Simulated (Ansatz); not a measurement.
In doubt: masses and optical values from hybrid runs of this build are listed as unsure (in some of the runs), which bears on the screening that GW takes from such a start.

System: GaP (F-43m).

```cif
data_structure
_symmetry_space_group_name_H-M 'P 1'
_symmetry_Int_Tables_number 1
_cell_length_a 3.8541
_cell_length_b 3.8541
_cell_length_c 3.8541
_cell_angle_alpha 60.000
_cell_angle_beta 60.000
_cell_angle_gamma 60.000
_cell_volume 40.48
loop_
_atom_site_label
_atom_site_type_symbol
_atom_site_fract_x
_atom_site_fract_y
_atom_site_fract_z
_atom_site_occupancy
Ga1 Ga 0.00000 0.00000 0.00000 1
P2 P 0.25000 0.25000 0.25000 1
```

The cell and positions come from the Crystallography Open Database and are kept as given unless a step says otherwise. PAW set soft_2, made with PBE.

Gaps computed with Ansatz 0.2.0 without a self-energy: HSE06 2.26 eV, r2SCAN 1.86 eV and PBE0 2.93 eV.

Q: Estimate the G0W0@HSE06 gap with 6×6×6 mesh, 120 empty bands, screening to 120 eV, default PAW files.

About 2.39 eV: on its mesh the run moves the gap from 2.29 eV by +0.13 eV, and the mesh misses the edges by 0.03 eV. Among the scalar-relativistic levels given, HSE06 is nearest (−0.13 eV). Bands and cutoff are finite, so the gap is not at the basis limit. The miss can reach some tenths of an eV and take either sign; the mesh is an error of its own. The many-body steps are scalar-relativistic: spin-orbit coupling is not in them.

[Paths, hosts, dates, memory and timing lines, banners, echoed tables and standing remarks are left out of the program output.]

[Logs are printed without paths, hosts, clocks, repeated set-up lines and the standing remarks that a program may print on its own settings, such as how far it seeks lower states.]

[Runs of the session that timed out or met a known fault of the program may be left out.]

[Cells called generated may have been cut or substituted from an entry of the Crystallography Open Database or the Materials Project.]

[Hosts, paths, dates, database ids (printed as entryN), source tags and the programs' standing remarks are cut or masked in the printed files.]
